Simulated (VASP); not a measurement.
# GaSb (F-43m) under biaxial strain in the (001) plane

Wanted: the response of GaSb to biaxial strain in the (001) plane, as a table, with a fit that predicts a row left out.

Main program and level: VASP 6.6.1; PBEsol; plane waves and PAW (Ga_d, Sb), in the first sound run; inputs show where later runs differ.

This is a report of a sequence of runs, with most program output left out.

## 1. Starting point

The structure is cubic, space group F-43m (No. 216). Conventional cell: a = 6.096 Å, b = 6.096 Å, c = 6.096 Å, α = 90.00°, β = 90.00°, γ = 90.00°. Ga has 4 Sb at 2.64 Å nearest. Sb has 4 Ga at 2.64 Å nearest. Farther neighbours are not listed.

## 2. Relax the crystal, PBEsol

The series starts from the cell that this level prefers, so that zero strain is near zero stress.

Level: PBEsol; plane waves and PAW (Ga_d, Sb).

Input file INCAR:

```
SYSTEM = GaSb
PREC = Accurate
ENCUT = 450
EDIFF = 1E-07
NELM = 120
ISMEAR = 0
SIGMA = 0.02
LREAL = .FALSE.
ALGO = Normal
GGA = PS
NBANDS = 15
LASPH = .TRUE.
LORBIT = 11
LWAVE = .FALSE.
LCHARG = .FALSE.
KPAR = 8
IBRION = 2
NSW = 40
ISIF = 3
EDIFFG = -0.005
POTIM = 0.4
```

Input file POSCAR:

```
GaSb
1.0
    0.0000000000      3.0480000000      3.0480000000
    3.0480000000      0.0000000000      3.0480000000
    3.0480000000      3.0480000000      0.0000000000
Ga Sb
1 1
Direct
    0.0000000000      0.0000000000      0.0000000000
    0.2500000000      0.2500000000      0.2500000000
```

Input file KPOINTS:

```
Automatic mesh
0
Gamma
9 9 9
0 0 0
```

Potentials, in the order of the species: Ga_d and Sb (PBE family, release 64).

The run is started by

```sh
mpirun -np 8 vasp_std
```

Wall time 13 s (8 MPI ranks of AMD EPYC 7R43, shared host); peak memory 1.3 GiB; 96 s of CPU time.

Numbers from this step:

| Property | Result |
| --- | --- |
| energy(sigma→0) of the program | -8.1508 eV |
| stress, compression positive | xx, yy, zz 0.00, 0.00, 0.00 GPa |
| volume | 57.095 Å³ |
| ionic steps | 2 |

## 3. Strain along the normal, PBEsol

One member in full: the plane is strained by -0.5 %, and the strain along the normal is moved by secant steps until the normal stress is under 0.012 GPa or five steps are spent; the atoms relax at each step.

This step took 2 runs, each at a new trial strain with the atoms of the one before; the last is shown.

Level: PBEsol; plane waves and PAW (Ga_d, Sb); cell typed or built by script.

INCAR: that of step 2 with these lines changed.

```diff
@@ -15,7 +15,7 @@
 LCHARG = .FALSE.
-KPAR = 8
-IBRION = 2
-NSW = 40
-ISIF = 3
-EDIFFG = -0.005
-POTIM = 0.4
+KPAR = 2
+IBRION = 1
+NSW = 25
+ISIF = 2
+EDIFFG = -0.004
+POTIM = 0.3
```

Input file POSCAR:

```
GaSb
1.0
    0.0000000000      3.0409713260      3.0690522730
    3.0409713260      0.0000000000      3.0690522730
    3.0409713260      3.0409713260      0.0000000000
Ga Sb
1 1
Direct
    0.0000000000      0.0000000000      0.0000000000
    0.2500000000      0.2500000000      0.2500000000
```

KPOINTS is that of step 2.

The run is started by

```sh
mpirun -np 2 vasp_std
```

The job ended after 27 s (2 MPI ranks; peak memory 0.34 GiB).

This run gave:

```
energy(sigma→0) of the program : -8.1502 eV
stress, compression positive   : xx, yy, zz 0.42, 0.42, 0.01 GPa
ionic steps                    : 1
```

## 4. Band edges, TB-mBJ with spin-orbit coupling

Short lines in KPOINTS_OPT sample the zone centre along and across the normal of the plane, for masses, and the other valleys.

Level: TB-mBJ, spin-orbit coupling; plane waves and PAW (Ga_d, Sb); cell typed or built by script.

TB-mBJ has no energy functional, so the total energy, stress and pressure in this output mean nothing.

Input file INCAR:

```
SYSTEM = GaSb
PREC = Accurate
ENCUT = 450
EDIFF = 1E-06
NELM = 150
ISMEAR = 0
SIGMA = 0.02
LREAL = .FALSE.
ALGO = Normal
METAGGA = MBJ
LASPH = .TRUE.
LNONCOLLINEAR = .TRUE.
MAGMOM = 0 0 0 0 0 0
NBANDS = 28
GGA_COMPAT = .FALSE.
LSORBIT = .TRUE.
LWAVE = .FALSE.
LCHARG = .FALSE.
KPAR = 2
```

POSCAR is that of step 3.

Input file KPOINTS:

```
Automatic mesh
0
Gamma
7 7 7
0 0 0
```

Input file KPOINTS_OPT:

```
Line mode
6
Line-mode
Reciprocal
  0.00000000   0.00000000   0.00000000
  0.02442274   0.02442274   0.00000000

  0.00000000   0.00000000   0.00000000
  0.00000000  -0.02419928  -0.02419928

  0.31000000   0.31000000   0.00000000
  0.50000000   0.50000000   0.00000000

  0.00000000   0.31000000   0.31000000
  0.00000000   0.50000000   0.50000000

  0.45000000   0.45000000   0.45000000
  0.50000000   0.50000000   0.50000000

  0.45000000   0.00000000   0.00000000
  0.50000000   0.00000000   0.00000000

  0.42500000   0.42500000   0.00000000
  0.42500000   0.44919928   0.02419928

  0.50000000   0.50000000   0.50000000
  0.48288852   0.51711148   0.50000000
```

The run is started by

```sh
mpirun -np 2 vasp_ncl
```

Run time: 6.4 min. Hardware: 2 MPI ranks; peak memory 0.8 GiB; 13 min of CPU time.

## 5. Band edges, r2SCAN with spin-orbit coupling

Level: r2SCAN, spin-orbit coupling; plane waves and PAW (Ga_d, Sb); cell typed or built by script.

INCAR: that of step 4 with these lines changed.

```diff
@@ -4,3 +4,3 @@
 EDIFF = 1E-06
-NELM = 150
+NELM = 100
 ISMEAR = 0
@@ -9,3 +9,3 @@
 ALGO = Normal
-METAGGA = MBJ
+METAGGA = R2SCAN
 LASPH = .TRUE.
```

POSCAR is that of step 4.

KPOINTS is that of step 4.

KPOINTS_OPT is that of step 4.

The run is started by

```sh
mpirun -np 2 vasp_ncl
```

The job ended after 15 min (2 MPI ranks; peak memory 0.81 GiB).

This run gave:

* energy(sigma→0) of the program: -37.6529 eV
* stress, compression positive: xx, yy, zz 1.04, 1.04, 0.57 GPa

The run ends at a pressure of 0.88 GPa.

## 6. All members

The other members went through these steps as far as the tables show, with the same cutoff and, step by step, the same mesh; 35 runs are not shown. The session took 6.4 core hours (wall time by ranks) on a shared machine.

```
in-plane strain (%)  strain along the normal (%)  in-plane stress, tension positive (GPa)  energy above the unstrained row (meV/atom)
             -2.000                        1.753                                   -1.818                                       6.521
             -1.500                        1.302                                   -1.334                                       3.656
             -1.000                        0.856                                   -0.869                                       1.636
             -0.500                        0.419                                   -0.420                                       0.421
                  0                        0.000                                    0.002                                       0.000
              0.500                       -0.453                                    0.385                                       0.259
              1.000                       -0.927                                    0.784                                       1.230
              1.500                       -1.391                                    1.172                                       2.914
              2.000                       -1.859                                    1.543                                       5.288
```

Slopes at zero strain, from cubics through all rows: strain ratio -0.885, stress over strain 82 GPa. For a cubic crystal strained in (001) the ratio is −2C₁₂/C₁₁.

Band edges at TB-mBJ with spin-orbit coupling, counted from the valence-band top at Γ, spin-orbit pairs averaged, with one row partly withheld:

```csv
in-plane strain (%),gap (eV),conduction band at Γ (eV),Δ or X valley along z (eV),Δ or X valley along x (eV),"lowest conduction level at L, [111] (eV)","lowest conduction level at L, [-111] (eV)",second valence level below the top (eV),third valence level below the top (eV)
-2.000,0.736,0.739,1.230,0.924,0.738,0.738,0.147,0.787
-1.500,0.726,0.726,1.209,0.982,0.759,0.759,0.112,0.753
-1.000,0.709,0.709,1.188,1.038,0.777,0.777,0.076,0.723
-0.500,0.690,0.690,1.167,1.093,0.791,0.791,0.038,0.697
0,0.668,0.668,1.147,1.147,0.800,0.800,0.000,0.675
0.500,0.607,0.607,1.083,1.159,0.767,0.767,0.040,0.695
1.000,?,?,1.016,1.169,0.730,0.730,0.082,0.718
1.500,0.480,0.480,0.951,1.179,0.691,0.691,0.123,0.744
2.000,0.417,0.417,0.888,1.191,0.651,0.651,0.164,0.771
```

Conduction masses, in electron masses:

| in-plane strain (%) | conduction mass at Γ, along the strain axis or the normal of the plane | conduction mass at Γ, across the strain axis or in the plane | L [111] mass, longitudinal | L [111] mass, transverse along [1-10] |
| --- | --- | --- | --- | --- |
| -2.000 | 0.058 | 0.053 | 1.679 | 0.112 |
| -1.500 | 0.056 | 0.051 | 1.725 | 0.110 |
| -1.000 | 0.053 | 0.050 | 1.721 | 0.108 |
| -0.500 | 0.050 | 0.048 | 1.765 | 0.107 |
| 0 | 0.047 | 0.047 | 1.749 | 0.105 |
| 0.500 | 0.043 | 0.045 | 1.730 | 0.103 |
| 1.000 | 0.040 | 0.044 | 1.729 | 0.102 |
| 1.500 | 0.037 | 0.042 | 1.736 | 0.101 |
| 2.000 | 0.033 | 0.040 | 1.696 | 0.099 |

Band edges at r2SCAN with spin-orbit coupling, counted from the valence-band top at Γ, spin-orbit pairs averaged:

```csv
in-plane strain (%),gap (eV),conduction band at Γ (eV),Δ or X valley along z (eV),Δ or X valley along x (eV),"lowest conduction level at L, [111] (eV)","lowest conduction level at L, [-111] (eV)",second valence level below the top (eV),third valence level below the top (eV)
-2.000,0.330,0.330,0.956,0.624,0.413,0.413,0.149,0.798
-1.500,0.314,0.314,0.929,0.682,0.433,0.433,0.113,0.764
-1.000,0.295,0.295,0.902,0.739,0.449,0.449,0.076,0.734
-0.500,0.275,0.275,0.875,0.795,0.461,0.461,0.038,0.708
0,0.251,0.251,0.849,0.849,0.469,0.469,0.000,0.686
0.500,0.189,0.189,0.781,0.864,0.435,0.435,0.040,0.706
1.000,0.126,0.126,0.711,0.877,0.398,0.398,0.082,0.729
1.500,0.061,0.061,0.642,0.890,0.357,0.357,0.123,0.755
```

## 7. Fit and prediction

The quantity to fit is the conduction level at Γ above the mean of the three top valence levels at TB-mBJ with spin-orbit coupling: 1.051, 1.014, 0.976, 0.935, 0.893, 0.852, 0.769, 0.728 eV in the rows shown.

Fitting a parabola to the 8 known rows (e: strain in %) gives E = − 0.001072 e² − 0.08127 e + 0.8940 in eV; the residuals are 0.0011 eV r.m.s.

For the withheld row, e = 1, the fit gives 0.8116 eV.

## 8. Checking the prediction

The calculation gives 0.8110 eV, so the prediction is 0.0006 eV too high, within twice the residual of the fit.

## 9. Summary of results

```json
{
 "ratio of normal to in-plane strain": "-0.885",
 "biaxial modulus": "82 GPa",
 "gap of the unstrained cell, TB-mBJ with spin-orbit coupling": "0.67 eV",
 "gap of the unstrained cell, r2SCAN with spin-orbit coupling": "0.25 eV",
 "slope at zero strain of the conduction level at Γ above the mean of the three top valence levels, TB-mBJ with spin-orbit coupling": "-81 meV per %",
 "error of the predicted row": "0.6 meV"
}
```

As a check, the curvature of the energy gives 81 GPa for the same modulus (energy per volume = M × strain²), 1 % from the slope of the stress. At TB-mBJ with spin-orbit coupling the lowest conduction valley is in turn L, Γ from the first row to the last, and the gap runs between 0.42 and 0.74 eV. At r2SCAN with spin-orbit coupling the lowest conduction valley is Γ throughout, and the gap runs between 0.06 and 0.33 eV. At r2SCAN with spin-orbit coupling the gap falls under 0.05 eV in some or all rows, where bands may have changed order, so 1 row at and beyond those points is left out of its table. The gap at PBEsol is under 0.05 eV in some or all rows and is left out; the elastic columns come from such cells and can be uneven. Hole masses are left out throughout, since the top bands are degenerate or cross in many series; of conduction masses, those of the Γ, L and (for Si and Ge under (001) strain) Δ valleys are kept where they change by under an eighth between rows. TB-mBJ is a potential fitted for gaps; it has no energy functional, so its total energies and forces mean nothing, and its bands tend to come out too narrow. r2SCAN opens gaps somewhat over GGA but leaves them below measured values as a rule. Δ or X levels are the lowest on their line, refined by a parabola unless they lie at X; the gap is read from all points sampled and can differ from the lowest valley by some meV, or by tens of meV where strain moves the valence top off Γ. Temperature, zero-point motion and excitons are left out.

[Lines on the potential files, build, host, timing and source positions are cut from VASP's logs without a mark.]

[Logs are printed without paths, hosts, clocks, repeated set-up lines and the standing remarks that a program may print on its own settings, such as how far it seeks lower states.]

[Hosts, paths, dates, database ids (printed as entryN), source tags and the programs' standing remarks are cut or masked in the printed files.]

[In band tables of VASP the shares of atoms and orbitals are scaled to a sum of 1 inside the atoms' spheres.]
